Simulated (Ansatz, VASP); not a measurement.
# SnSe2 in VASP and in Ansatz

```
CELL_PARAMETERS angstrom
3.65377 0.00000 0.00000
-1.82689 3.16426 0.00000
0.00000 0.00000 5.26956
ATOMIC_POSITIONS crystal
Sn 0.00000 0.00000 0.00000
Se 0.33330 0.66670 0.71640
Se 0.66670 0.33330 0.28360
```

The cell was built by a generator and needn't be a form met in nature.

Alike in both runs: task single point; functional r2SCAN; k mesh 8 × 8 × 5; occupations methfessel-paxton of order 1, width 0.037 eV; no spin polarisation.

|  | VASP | Ansatz |
| --- | --- | --- |
| version | VASP 6.6.1 | Ansatz 0.2.0 |
| potentials or method | VASP PAW PBE potentials, release 64 (Sn_d, Se) | PAW plane waves |
| plane-wave cutoff (eV) | 520 | 500 |
| valence electrons in the cell | 26 | 46 |

VASP gave:

| Property | Result |
| --- | --- |
| pressure (GPa) | 22.8 |
| largest component of the traceless stress (GPa) | 2.07 |
| rms of the force components (eV/Å) | 0.381 |

Task: Which values does Ansatz return?

Result: Pressure (GPa): 22.6; largest component of the traceless stress (GPa): 2.09; rms of the force components (eV/Å): 0.368.

Atom by atom the forces differ by 0.013 eV/Å (rms over components). The two sets of potentials don't hold the same shells in valence. Ansatz warned: «structure_snapped_to_symmetry».

Caveats: so large a pressure means that the cell lies far from this level's equilibrium, or that cutoff or potentials fall short (VASP); the potentials were made for another functional, which shifts forces and pressure (VASP).
